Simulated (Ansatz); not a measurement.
# AlN: the cost of one run

Computed with Ansatz 0.2.0 (DFT r2SCAN, scalar-relativistic, plane waves, PAW, unless a step's input says otherwise).

1 further run of the same task is left out (it didn't finish).

## (1) Starting point

Symmetry: P6_3mc, No. 186, hexagonal system. The conventional cell has a = 3.129 Å, b = 3.129 Å, c = 5.017 Å, α = 90.00°, β = 90.00°, γ = 120.00°. Al (site symmetry 3m) has 4 N at 1.90 to 1.91 Å as nearest neighbours. Around N (site symmetry 3m) lie 4 Al at 1.90 to 1.91 Å.

Structure file:

```xyz
4
Lattice="3.1286 0.0000 0.0000 -1.5643 2.7094 0.0000 0.0000 0.0000 5.0170" Properties=species:S:1:pos:R:3 pbc="T T T"
Al    1.5643    0.9031    2.5049
Al    0.0000    1.8063    5.0134
N     1.5643    0.9031    4.4185
N     0.0000    1.8063    1.9100
```

The structure comes from the Materials Project (structure only).

(A quick probe on a coarse mesh, which set the mesh and smearing, is not shown.)

## (3) Full relaxation

File input.yaml:

```yaml
crystal:
  lattice:
    - [3.128588136, 0.0, 0.0]
    - [-1.564294068, 2.7094368037, 0.0]
    - [0.0, 0.0, 5.016955]
  atoms:
    - { symbol: Al, position: [0.66666667, 0.33333333, 0.499287] }
    - { symbol: Al, position: [0.33333333, 0.66666667, 0.999287] }
    - { symbol: "N", position: [0.66666667, 0.33333333, 0.880713] }
    - { symbol: "N", position: [0.33333333, 0.66666667, 0.380713] }
basis:
  ecutwfc: 500
kpoints:
  mp_grid: { grid: [12, 12, 6] }
hamiltonian:
  xc: r2scan
scf:
  occupations: { method: gaussian, width: 0.02 }
output:
  forces: true
  stress: true
  eigenvalues: true
relax:
  adjacent_minimum: "off"
  f_tol: 0.005
  max_steps: 80
  cell: { stress_tol: 0.05 }
```

Run with:

```bash
$ ansatz run input.yaml --threads 1 --pin off --max-ram 2560MiB --backend cpu --events-out ev --progress --plain --runs-dir out
```

**Question.** How long does this run take on 1 thread of Intel Xeon 6975P-C (Granite Rapids), shared host, and how much memory does it need?

About 20 s, with a peak of 0.51 GiB.
